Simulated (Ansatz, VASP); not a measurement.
# Cross-check of Pb (dimer Pb chain) between VASP and Ansatz

Aim: how closely do two programs agree when they are given the same cell, functional and k mesh? The structure shown is the start of the Ansatz relaxation below; VASP solves that cell, so the two are compared at the walk's first step. Other levels of theory on this material are compared in a session of their own.

Method: plane waves, with VASP 6.6.1 beside it; single point at RPBE and single point at r2SCAN, in Ansatz 0.2.0.

## (1) The starting structure

The cell holds 2 atoms: 2 Pb. Its edges and angles: a = 7.500 Å, b = 7.500 Å, c = 5.548 Å, α = 90.0°, β = 90.0°, γ = 90.0°. Vacuum lies along a and b. The structure's axis is c.

## (2) Ansatz: relaxation, RPBE

Ansatz runs on its default PAW (the set named soft_2) files.

The two programs are compared at the cell with which this relaxation starts, whose forces are those of its first step.

input.yaml reads:

```yaml
crystal:
  lattice:
    - [7.5, 0.0, 0.0]
    - [0.0, 7.5, 0.0]
    - [0.0, 0.0, 5.548]
  atoms:
    - { symbol: Pb, position: [0.5, 0.5, 0.0], spin: 0.5 }
    - { symbol: Pb, position: [0.5, 0.5, 0.45], spin: 0.5 }
magnetization:
  spin_polarized: true
kpoints:
  mp_grid: { grid: [1, 1, 15] }
scf:
  occupations: { method: fermi_dirac, width: 0.05 }
hamiltonian:
  xc: rpbe
relax:
  cell: { fix: [a, b, alpha, beta, gamma] }
  max_steps: 60
```

Run with:

```bash
$ ansatz run input.yaml --threads 4 --pin off --max-ram 8192MiB --backend cpu --events-out ev --progress --plain --runs-dir out
```

Numbers of over 12 decimals in the logs are rounded to 6 here.

The program printed:

```text
Engine: ansatz 0.2.0, aarch64-unknown-linux-gnu
Pseudopotentials: kind: paw
Pseudopotential: Pb, paw, valence charge 14, recommended cutoff 420 eV (normal), Pb.paw.azcp
Functional definition: RPBE
  parameter kappa = 0.804
  parameter beta = 0.066725
  exchange = rpbe_x(kappa = kappa, mu = beta*pi^2/3)
  correlation = pbe_c(beta = beta)
Crystal: 2 atoms, lattice volume = 312.075 Å³
Basis set: ecut = 420 eV, 6139 PW (Γ), exchange–correlation on 108×108×80 points (8 copies of the dense FFT grid, shifted against one another)
Bands: 19, of which v1, the nominal top of the filled ones, is band 14 counted from 1 (13 counted from 0)
Symmetry: 16 space group operations
Space group: P4/mmm (ITA 123), of the structure as read, at distance tolerance 6.8e-5 Å
Magnetic group: BNS 123.339 (UNI 999), of the structure as read, at distance tolerance 6.8e-5 Å
k-points: 8 of 15
Non-local potential: Pb, projectors of the file, l = 0: 2, l = 1: 2, l = 2: 2, l = 3: 2
PAW form: soft (Blöchl's): semilocal exchange-correlation on the pseudo side does not see the compensation charge
PAW frozen core: Pb, regenerated for the run's functional, and the local potential with it (the file was generated under x = pbe(κ = 0.804, μ = 0.219515), c = pbe(β = 0.066725))
PAW one-centre angular grid: Pb, 590 points (default); XC on 64 Gauss nodes
Initial density: superposition of atomic densities (neutral atoms: chi_scale 0, normalization atom)
Starting moments: Σ|m| = 1 μB on 2 of 2 sites
Initial wavefunctions: pseudopotential atomic-orbital guess
Functional: x = rpbe, c = pbe(β = 0.066725)
iter 1 solved again at ethr=1.06e-3 eV; its pass at ethr=3.10e-3 eV (dr2=2.95e-1 eV) is discarded
SCF iter   1: F=—  HF=-23840.450355 eV  |F-HF|=—  |Δ(HF+E_count)|=         —  Δρ=9.20e-3 (↑9.20e-3 ↓8.98e-3)  dr2=2.99e-1  dr2_m=2.02e-1  M=0.175 μB ∫|m|=0.175 μB  β_m=0.30  ethr=1.06e-3  ⟨swp⟩=1.0  Hψ=2426  notcnv=0
preconditioner: auto → LDOS  [metal: Δε(μ)=0.138 eV  Ē_g=5.465 eV  σ=0.050 eV  W_gap=0.47  n_scr=30 (ndim 8)  ℏωp=5.1 eV  f_vac=0.596  D(μ)=2.67/eV (n_scr^D=10)]
spin=Collinear: LDOS preconditioning applied to the charge; magnetization (m = ρ↑ − ρ↓) channel mixes plain (no charge-response kernel on spin).
SCF iter   2: F=—  HF=-23840.414058 eV  |F-HF|=—  |Δ(HF+E_count)|=   3.63e-2  Δρ=6.53e-3 (↑6.27e-3 ↓6.53e-3)  dr2=1.46e-1  dr2_m=1.02e-1  M=0.149 μB ∫|m|=0.149 μB  β_m=0.30  ethr=1.06e-3  ⟨swp⟩=2.4  Hψ=371  notcnv=0
SCF iter   3: F=—  HF=-23840.382230 eV  |F-HF|=—  |Δ(HF+E_count)|=   3.18e-2  Δρ=4.71e-3 (↑3.97e-3 ↓4.71e-3)  dr2=2.08e-2  dr2_m=5.13e-2  M=0.128 μB ∫|m|=0.128 μB  β_m=0.30  ethr=5.22e-4  ⟨swp⟩=2.7  Hψ=629  notcnv=0
SCF iter   4: F=—  HF=-23840.389279 eV  |F-HF|=—  |Δ(HF+E_count)|=   7.05e-3  Δρ=3.07e-3 (↑3.00e-3 ↓3.07e-3)  dr2=5.16e-3  dr2_m=2.58e-2  M=0.113 μB ∫|m|=0.114 μB  β_m=0.30  ethr=7.42e-5  ⟨swp⟩=2.4  Hψ=640  notcnv=0
SCF iter   5: F=—  HF=-23840.392674 eV  |F-HF|=—  |Δ(HF+E_count)|=   3.40e-3  Δρ=2.21e-3 (↑2.11e-3 ↓2.21e-3)  dr2=1.80e-3  dr2_m=1.30e-2  M=0.100 μB ∫|m|=0.101 μB  β_m=0.30  ethr=1.84e-5  ⟨swp⟩=3.0  Hψ=600  notcnv=0
SCF iter   6: F=—  HF=-23840.395528 eV  |F-HF|=—  |Δ(HF+E_count)|=   2.85e-3  Δρ=1.55e-3 (↑1.55e-3 ↓1.50e-3)  dr2=6.42e-5  dr2_m=6.61e-3  M=0.089 μB ∫|m|=0.089 μB  β_m=0.30  ethr=6.41e-6  ⟨swp⟩=2.6  Hψ=538  notcnv=0
SCF iter   7: F=—  HF=-23840.396499 eV  |F-HF|=—  |Δ(HF+E_count)|=   9.71e-4  Δρ=1.09e-3 (↑1.09e-3 ↓1.08e-3)  dr2=1.69e-5  dr2_m=3.36e-3  M=0.079 μB ∫|m|=0.080 μB  β_m=0.30  ethr=2.29e-7  ⟨swp⟩=2.6  Hψ=583  notcnv=0
Mixer restart at iter 7: flushing history
spin-set hold released at iteration 7 (site moments contracting): the magnetisation degrees of freedom join the quasi-Newton model from the next iteration; the mixer history was flushed
SCF iter   8: F=—  HF=-23840.397045 eV  |F-HF|=—  |Δ(HF+E_count)|=   5.46e-4  Δρ=7.79e-4 (↑7.79e-4 ↓7.71e-4)  dr2=9.06e-6  dr2_m=1.71e-3  M=0.071 μB ∫|m|=0.072 μB  β_m=0.65  ethr=6.02e-8  ⟨swp⟩=1.9  Hψ=354  notcnv=0
SCF iter   9: F=—  HF=-23840.397821 eV  |F-HF|=—  |Δ(HF+E_count)|=   7.76e-4  Δρ=6.99e-5 (↑6.48e-5 ↓6.99e-5)  dr2=5.95e-7  dr2_m=1.29e-5  M=0.041 μB ∫|m|=0.042 μB  β_m=0.82  ethr=3.24e-8  ⟨swp⟩=2.8  Hψ=640  notcnv=0
SCF iter  10: F=—  HF=-23840.397897 eV  |F-HF|=—  |Δ(HF+E_count)|=   7.60e-5  Δρ=4.93e-5 (↑4.78e-5 ↓4.93e-5)  dr2=2.45e-7  dr2_m=6.71e-6  M=0.030 μB ∫|m|=0.031 μB  β_m=0.91  ethr=2.12e-9  ⟨swp⟩=3.3  Hψ=638  notcnv=0
SCF iter  11: F=—  HF=-23840.397987 eV  |F-HF|=—  |Δ(HF+E_count)|=   8.94e-5  Δρ=1.61e-5 (↑1.61e-5 ↓1.61e-5)  dr2=3.49e-6  dr2_m=2.97e-7  M=0.007 μB ∫|m|=0.007 μB  β_m=0.73  ethr=8.75e-10  ⟨swp⟩=4.0  Hψ=837  notcnv=0
SCF iter  12: F=—  HF=-23840.397990 eV  |F-HF|=—  |Δ(HF+E_count)|=   3.00e-6  Δρ=4.04e-6 (↑4.04e-6 ↓3.46e-6)  dr2=5.32e-8  dr2_m=3.27e-8  M=0.002 μB ∫|m|=0.002 μB  β_m=0.87  ethr=3.57e-10  ⟨swp⟩=3.0  Hψ=1450  notcnv=0
[...]
SCF 4 converged in 8 iterations: F = -23841.063668 eV  dr2 = 3.93e-12
  greatest PAW one-centre occupation: 0.979 electrons in one spin orbital (limit 2), on the Pb atom at site 1 (counted from 0), in its partial waves of l = 2
relax step   4: F+E_penalty+E_count = -23841.06366815 eV  Δ(F+E_penalty+E_count) = -6.540e-3 eV  max|allowed force component| = 4.872e-4 eV/Å  Δτ_max = 0.0078 Å  P = +0.135 GPa  Ω = 334.170 Å³  energy of the carried Pulay correction = -5.587e-4 eV  fix = [a, b, alpha, beta, gamma]  reactions: a +0.286, b +0.286 GPa  (8 SCF iters, dr2 threshold 2.00e-7 eV, accepted)
[...]
relax step   5: F+E_penalty+E_count = -23841.06440074 eV  Δ(F+E_penalty+E_count) = -7.326e-4 eV  max|allowed force component| = 2.117e-4 eV/Å  Δτ_max = 0.0001 Å  P = +0.202 GPa  Ω = 332.499 Å³  energy of the carried Pulay correction = -5.187e-4 eV  fix = [a, b, alpha, beta, gamma]  reactions: a +0.287, b +0.287 GPa  (7 SCF iters, dr2 threshold 6.97e-8 eV, accepted)
[...]
relax step   6: F+E_penalty+E_count = -23841.06486036 eV  Δ(F+E_penalty+E_count) = -4.596e-4 eV  max|allowed force component| = 2.111e-4 eV/Å  Δτ_max = 0.0000 Å  P = +0.202 GPa  Ω = 332.499 Å³  fix = [a, b, alpha, beta, gamma]  reactions: a +0.286, b +0.286 GPa  stress off target by 3.31e-2 GPa on what of the cell is left free  SCF on the basis re-selected at this cell (its energy is not comparable with the rows above)  (6 SCF iters)
basis re-selected at this cell: Δ(F+E_penalty+E_count) = -4.596e-4 eV, ΔP = -0.000 GPa vs the last step (what re-selecting the basis moved, of the pressure what is left beyond the Pulay correction that the steps carried, after the strain that the cell walked since its last selection, with what the two solves' SCF thresholds leave and, on support functions, any second-order correction that the steps lacked; it is no m [...]
SCF converged after 6 iterations
Magnetization: 0.0000 μB (14.0000 up, 14.0000 down)
Absolute magnetization: 0.0000 μB (∫|ρ↑−ρ↓|, with the PAW one-centre terms)
Spin contamination: 0.0000 ħ² per cell (⟨S²⟩ above its minimum at these occupations)
Per-site moments (μB) at R_I (Å): [(4.3764096655278673e-7, 1.219151), (4.3764096655322803e-7, 1.219151)]
Free energy (F): -23841.064860 eV
Harris-Foulkes:  -23841.064860 eV  (|F-HF|=1.35e-10)
Internal energy: -23841.043372 eV  (E = F + TS)
E sigma→0 (E₀):  -23841.054116 eV
Entropy (-TS):   -0.021488 eV (-10.744 meV/atom)
Fermi energy:    -1.183772 eV
--- Per-component energies (eV) ---
  E_band       = -405.982778
  E_kinetic    = 576.178276
  E_local      = -5026.946243  (includes V_loc(G=0)·N_el)
  E_nonlocal   = 698.454323
  E_hartree    = 2138.514505
  E_xc         = -439.174699
  E_vxc        = -259.818240  (∫ρ·V_xc dr)
  E_paw        = -20842.379802  (= ΣΔE_a)
  E_vpaw       = -670.879857  (= ΣTr[D̂ρ^β])
  E_aug_tail   = 0.000100  (compensation charges beyond the density's cutoff)
  E_ewald      = -945.845984
  E_core_change = 0.156152  (= ΣΔE_core)
  E_smearing   = -0.021488  (= −TS)
  E_closure    = -0.000000  (closes the sum)
  Σ components = -23841.064860   (vs F -23841.064860, Δ=0.00e0)
--- Forces (eV/Å), atoms counted from 1 ---
  atom   1  Pb     0.00000000     0.00000000     0.00021109
  atom   2  Pb     0.00000000     0.00000000    -0.00021109
  max |Σ_I F_I| component: 3.03e-28 eV/Å
--- Stress (GPa, compression-positive) ---
        0.286453       0.000000       0.000000
        0.000000       0.286453       0.000000
        0.000000       0.000000       0.033064
  P = ⅓ Tr σ = 0.2020 GPa (2.020 kbar)
--- Relaxed structure (5 steps of the walk, 5 accepted, 1 SCFs on fresh bases) ---
  F+E_penalty+E_count = -23841.06486036 eV   max|allowed force component| = 2.111e-4 eV/Å   (the final SCF, on the basis selected at the relaxed cell)
  cell:  # Å, volume = 332.4994 Å³
    - [7.5, 0.0, 0.0]
    - [0.0, 7.5, 0.0]
    - [0.0, 0.0, 5.911100]
  atoms:
    - { symbol: Pb, position: [0.5, 0.5, -0.025003] }
    - { symbol: Pb, position: [0.5, 0.5, 0.475003] }
```

In the SCF lines HF is the Harris–Foulkes energy and dr2 the Hartree energy of the density residual, in eV; the loop may stop once dr2 is under the threshold and the program's other checks hold. Hψ counts applications of the Hamiltonian.

## (3) VASP: single point, RPBE, start cell

The same cell, functional, mesh and smearing now go to VASP, with its own data sets.

Lines of VASP's logs that name or quote its potential files are left out, and so is its time.

INCAR reads:

```
SYSTEM = Pb
PREC = Accurate
ENCUT = 400
EDIFF = 1E-06
NELM = 200
ISMEAR = -1
SIGMA = 0.05
LREAL = .FALSE.
ALGO = Normal
GGA = RP
NBANDS = 21
ISPIN = 2
MAGMOM = 0 0
LORBIT = 11
LWAVE = .FALSE.
LCHARG = .FALSE.
ISIF = 2
LASPH = .TRUE.
GGA_COMPAT = .FALSE.
KPAR = 2
```

POSCAR reads:

```
Pb
1.0
    7.5000000000      0.0000000000      0.0000000000
    0.0000000000      7.5000000000      0.0000000000
    0.0000000000      0.0000000000      5.5480000000
Pb
2
Direct
    0.5000000000      0.5000000000      0.0000000000
    0.5000000000      0.5000000000      0.4500000000
```

KPOINTS reads:

```
Automatic mesh
0
Gamma
1 1 15
0 0 0
```

PAW data sets: Pb_d (PBE family, release 64).

Run with:

```bash
$ mpirun -np 2 vasp_std
```

The program printed:

```text
[banner, memory and clock lines left out]
running    2 mpi-ranks, on    1 nodes
 distrk:  each k-point on    1 cores,    2 groups
 distr:  one band on    1 cores,    1 groups

 POSCAR found type information on POSCAR Pb
 POSCAR found :  1 types and       2 ions
|                                                                             |
|               ----> ADVICE to this user running VASP <----                  |
|                                                                             |
|     You enforced a specific xc type in the INCAR file but a different       |
|     [... a line on the potential file left out ...]
|     I HOPE YOU KNOW WHAT YOU ARE DOING!                                     |
|                                                                             |

 LDA part: xc-table for (Slater+PW92), standard interpolation
 POSCAR, INCAR and KPOINTS ok, starting setup
 FFT: planning ... GRIDC
 FFT: planning ... GRID_SOFT
 FFT: planning ... GRID
 WAVECAR not read
 entering main loop
       N       E                     dE             d eps       ncg     rms          rms(c)
DAV:   1     0.245407987734E+03    0.24541E+03   -0.10457E+04   752   0.850E+02
DAV:   2     0.170997130689E+02   -0.22831E+03   -0.22513E+03   722   0.308E+02
DAV:   3    -0.277707149257E+01   -0.19877E+02   -0.19793E+02   777   0.121E+02
DAV:   4    -0.353391280636E+01   -0.75684E+00   -0.75651E+00   732   0.340E+01
DAV:   5    -0.356773209523E+01   -0.33819E-01   -0.33818E-01   930   0.572E+00    0.149E+00
DAV:   6    -0.349227904773E+01    0.75453E-01   -0.63198E-02   880   0.170E+00    0.856E-01
DAV:   7    -0.344654207999E+01    0.45737E-01   -0.10520E-01   825   0.218E+00    0.170E-01
DAV:   8    -0.343950376635E+01    0.70383E-02   -0.11897E-02   714   0.665E-01    0.870E-02
DAV:   9    -0.343625666682E+01    0.32471E-02   -0.39183E-03   746   0.270E-01    0.602E-02
DAV:  10    -0.343603941601E+01    0.21725E-03   -0.28682E-04   837   0.138E-01    0.267E-02
DAV:  11    -0.343610194924E+01   -0.62533E-04   -0.18545E-04   760   0.856E-02    0.178E-02
DAV:  12    -0.343614901102E+01   -0.47062E-04   -0.10031E-04   706   0.632E-02    0.759E-03
DAV:  13    -0.343620061031E+01   -0.51599E-04   -0.48285E-05   746   0.362E-02    0.455E-03
DAV:  14    -0.343623128598E+01   -0.30676E-04   -0.12603E-05   574   0.249E-02    0.286E-03
DAV:  15    -0.343623837751E+01   -0.70915E-05   -0.35792E-06   604   0.118E-02    0.142E-03
DAV:  16    -0.343624143932E+01   -0.30618E-05   -0.26497E-06   584   0.126E-02    0.879E-04
DAV:  17    -0.343624111029E+01    0.32903E-06   -0.40930E-07   639   0.412E-03
   1 F= -.34362411E+01 E0= -.34256486E+01  d E =-.211851E-01  mag=    -0.0000
```

Parts of OUTCAR (step 3):

```text
ion  position               nearest neighbor table
   1  0.500  0.500  0.000-   2 2.50   2 3.05
   2  0.500  0.500  0.450-   1 2.50   1 3.05

  LATTYP: Found a simple tetragonal cell.
 ALAT       =     7.5000000000
 C/A-ratio  =     0.7397333333

 Subroutine GETGRP returns: Found 16 space group operations
 (whereof  8 operations were pure point group operations)

The static configuration has the point symmetry C_4v.
 The point group associated with its full space group is D_4h.

 Found      8 irreducible k-points:

   k-points           NKPTS =      8   k-points in BZ     NKDIM =      8   number of bands    NBANDS=     21

   dimension x,y,z NGX =    50 NGY =   50 NGZ =   36
   dimension x,y,z NGXF=   100 NGYF=  100 NGZF=   72

   ENCUT  =  400.0 eV  29.40 Ry    5.42 a.u.  12.23 12.23  9.05*2*pi/ulx,y,z

   NELECT =      28.0000    total number of electrons

 k-points in reciprocal lattice and weights: Automatic mesh
   0.00000000  0.00000000  0.00000000       0.067
   0.00000000  0.00000000  0.06666667       0.133
   0.00000000  0.00000000  0.13333333       0.133
   0.00000000  0.00000000  0.20000000       0.133
   0.00000000  0.00000000  0.26666667       0.133
   0.00000000  0.00000000  0.33333333       0.133
   0.00000000  0.00000000  0.40000000       0.133
   0.00000000  0.00000000  0.46666667       0.133

 average (electrostatic) potential at core
       1 -99.4528       2 -99.4528

 E-fermi :  -1.9375

 spin component 1
 k-point     1 :       0.0000    0.0000    0.0000
  band No.  band energies     occupation
    ...
     11     -11.8072      1.00000
     12      -6.7713      1.00000
     13      -4.2194      1.00000
     14      -2.7187      1.00000
     15      -2.7187      1.00000
     16       0.7294      0.00000
     17       1.5079      0.00000
     18       1.5079      0.00000
     19       2.2499      0.00000
     20       3.8948      0.00000
    ...

 k-point     2 :       0.0000    0.0000    0.0667
  band No.  band energies     occupation
    ...
     11     -11.7908      1.00000
     12      -6.9925      1.00000
     13      -3.9337      1.00000
     14      -2.6925      1.00000
     15      -2.6925      1.00000
     16       0.7505      0.00000
     17       1.4017      0.00000
     18       1.4017      0.00000
     19       2.2710      0.00000
     20       3.9148      0.00000
    ...

 k-point     3 :       0.0000    0.0000    0.1333
  band No.  band energies     occupation
    ...
     11     -11.7419      1.00000
     12      -7.4763      1.00000
     13      -3.2566      1.00000
     14      -2.6145      1.00000
     15      -2.6145      1.00000
     16       0.8139      0.00000
     17       1.1243      0.00000
     18       1.1243      0.00000
     19       2.3340      0.00000
     20       3.9748      0.00000
    ...

 k-point     4 :       0.0000    0.0000    0.2000
  band No.  band energies     occupation
    ...
     11     -11.6621      1.00000
     12      -8.0171      1.00000
     13      -2.4871      0.99998
     14      -2.4871      0.99998
     15      -2.3949      0.99989
     16       0.7525      0.00000
     17       0.7525      0.00000
     18       0.9197      0.00000
     19       2.4391      0.00000
     20       3.7947      0.00000
    ...

 k-point     5 :       0.0000    0.0000    0.2667
  band No.  band energies     occupation
    ...
     10     -18.2539      1.00000
     11     -11.5554      1.00000
     12      -8.5287      1.00000
     13      -2.3153      0.99948
     14      -2.3153      0.99948
     15      -1.4368      0.00004
     16       0.3467      0.00000
     17       0.3467      0.00000
     18       1.0676      0.00000
     19       2.5861      0.00000
    ...

 k-point     6 :       0.0000    0.0000    0.3333
  band No.  band energies     occupation
    ...
     10     -18.3325      1.00000
     11     -11.4309      1.00000
     12      -8.9707      1.00000
     13      -2.1083      0.96816
     14      -2.1083      0.96816
     15      -0.4259      0.00000
     16      -0.0525      0.00000
     17      -0.0525      0.00000
     18       1.2576      0.00000
     19       2.7746      0.00000
    ...

  Total        0.5240409      0.5240409      9.5174618      0.0000000      0.0000000      0.0000000
  in kB        2.6903996      2.6903996     48.8621697      0.0000000      0.0000000      0.0000000
  external PRESSURE =      18.0809896 kB  Pullay stress =       0.0000000 kB

  energy-cutoff  :      400.00
  volume of cell :      312.07
      direct lattice vectors                 reciprocal lattice vectors
     7.500000000  0.000000000  0.000000000     0.133333333  0.000000000  0.000000000
     0.000000000  7.500000000  0.000000000     0.000000000  0.133333333  0.000000000
     0.000000000  0.000000000  5.548000000     0.000000000  0.000000000  0.180245133

 POSITION                                       TOTAL-FORCE (eV/Angst)
 -----------------------------------------------------------------------------------
      3.75000      3.75000      0.00000         0.000000     -0.000000     -4.253272
      3.75000      3.75000      2.49660         0.000000      0.000000      4.253272
 -----------------------------------------------------------------------------------
    total drift:                               -0.000000     -0.000000      0.000049

  FREE ENERGIE OF THE ION-ELECTRON SYSTEM (eV)
  ---------------------------------------------------
  free  energy   TOTEN  =        -3.4362411103 eV

  energy  without entropy=       -3.4150560175  energy(sigma->0) =       -3.42564856

 total charge
# of ion       s       p       d       tot
------------------------------------------
    1        1.378   0.895   9.806  12.079
    2        1.378   0.895   9.806  12.079
--------------------------------------------------
tot          2.756   1.790  19.612  24.158

 magnetization (x)
# of ion       s       p       d       tot
------------------------------------------
    1       -0.000   0.000   0.000   0.000
    2       -0.000   0.000   0.000   0.000
--------------------------------------------------
tot         -0.000   0.000   0.000   0.000

[... 6 further parts left out ...]
```

(Part 1 of 2 ends here.)

[Lines on the potential files, build, host, timing and source positions are cut from VASP's logs without a mark.]

[Logs are printed without paths, hosts, clocks, repeated set-up lines and the standing remarks that a program may print on its own settings, such as how far it seeks lower states.]

[Hosts, paths, dates, database ids (printed as entryN), source tags and the programs' standing remarks are cut or masked in the printed files.]
